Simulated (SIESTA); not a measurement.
## KTaO3 under changes of volume

One of the cells (12.688 Å³/atom); the others are scaled copies at fixed shape and fractional positions:

```
Ta K O
1.0
     3.98830    0.00000    0.00000
     0.00000    3.98830    0.00000
     0.00000    0.00000    3.98830
Ta K O
1 1 3
Direct
  0.00000 0.00000 0.00000
  0.50000 0.50000 0.50000
  0.00000 0.00000 0.50000
  0.00000 0.50000 0.00000
  0.50000 0.00000 0.00000
```

| Quantity | Value |
| --- | --- |
| Program | SIESTA 5.4.2 |
| Functional | PBEsol |
| Potentials or basis | PseudoDojo 0.4 standard (PBEsol files) |
| Basis | DZP (energy shift 0.003 Ry; two zetas on semicore shells; d shell added on K) |
| Grid cutoff | 800 Ry |
| Energy shift | 0.003 Ry |
| k mesh | 5 × 5 × 5 |
| Occupations | fermi-dirac, width 0.05 eV |
| Spin | no spin polarisation |

```tsv
volume (Å³/atom)	energy over the lowest point (meV/atom)	pressure (GPa)	gap on the mesh (eV)
11.927	41.91	16.5	2.11
12.180	20.12	11.1	2.07
12.434	?	?	?
12.688	0.00	1.9	1.99
12.942	0.02	-1.9	1.95
13.196	5.93	-5.5	1.91
13.449	17.13	-8.6	1.87
```

What does the run at 12.434 Å³/atom give?

Energy over the lowest point 6.44 meV/atom; pressure 6.3 GPa; gap on the mesh 2.03 eV.

Worked out: A Birch-Murnaghan fit of order 3 (a polynomial in V^(-2/3)) to the other rows has its minimum at 12.81 Å³/atom with B0 = V·E''(V) = 197 GPa and B' = 4.4. It gives 6.42 meV/atom at 12.434 Å³/atom, against the run's 6.44, and -dE/dV = 6.3 GPa, against 6.3. A straight line through the other rows of the gap, of slope -1.99 eV per unit of ln V, gives 2.03 eV, against the run's 2.03.

Energies are extrapolated to zero smearing.

Caveats: short orbitals over semicore shells can move pressures by several GPa; spin-orbit coupling is left out, which moves the levels of the heavy elements; an odd mesh through Γ misses points on the zone boundary, where band edges often lie; the basis of atomic orbitals isn't converged, which shifts pressures, moduli and gaps.
